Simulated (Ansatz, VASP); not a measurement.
One calculation of PtSe2 (Sudovikovite), two programs

```
Pt Se
1.0
     3.77190    0.00000    0.00000
    -1.88595    3.26656    0.00000
     0.00000    0.00000    4.82149
Pt Se
1 2
Direct
  0.00000 0.00000 0.00000
  0.33333 0.66667 0.26575
  0.66667 0.33333 0.73425
```

Alike in both runs: functional PBE; dispersion D3(BJ); k mesh 15 × 15 × 10; occupations fermi-dirac, width 0.15 eV; no spin polarisation.

Ansatz relaxed the structure, and its values are those at the end. VASP's run is a single point on that final structure, the one shown.

|  | VASP | Ansatz |
| --- | --- | --- |
| version | VASP 6.6.1 | Ansatz 0.2.0 |
| potentials or method | VASP PAW PBE potentials, release 64 (Pt, Se) | scalar-relativistic, plane waves, PAW |
| plane-wave cutoff (eV) | 520 | 420 |
| valence electrons in the cell | 22 | 50 |

|  | VASP | Ansatz | Ansatz less VASP |
| --- | --- | --- | --- |
| gap on the k mesh at the Fermi level (eV) | none | none | - |
| pressure (GPa) | 0.0 | 0.0 | +0.02 |

A gap of «none» marks a metal or a gap that the smearing closes. With one functional, cell and mesh, what is left measures potentials, basis and numerics. The two sets of potentials don't hold the same shells in valence.

Caveats: pairwise dispersion overbinds metals, which lowers pressure and volume. Spin-orbit coupling is left out, which matters for the levels of Pt.
